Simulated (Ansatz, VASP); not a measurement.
**Sr: VASP beside Ansatz**

```
CELL_PARAMETERS angstrom
4.22202 0.00000 0.00000
-2.11101 3.65637 0.00000
0.00000 0.00000 6.90608
ATOMIC_POSITIONS crystal
Sr 0.33333 0.66667 0.25000
Sr 0.66667 0.33333 0.75000
```

Change from the starting cell: volume scaled by 0.94.

Alike in both runs: task single point; functional LDA; k mesh 10 × 10 × 5; occupations fermi-dirac, width 0.08 eV; no spin polarisation.

|  | VASP | Ansatz |
| --- | --- | --- |
| version | VASP 6.6.1 | Ansatz 0.2.0 |
| potentials or method | VASP PAW LDA potentials, release 64 (Sr_sv), cutoff 520 eV | all-electron LAPW, scalar-relativistic |

|  | VASP | Ansatz | Ansatz less VASP |
| --- | --- | --- | --- |
| pressure (GPa) | -1.0 | -1.0 | +0.01 |

Ansatz ran all-electron here, so the differences hold the error of VASP's frozen core and of both bases.
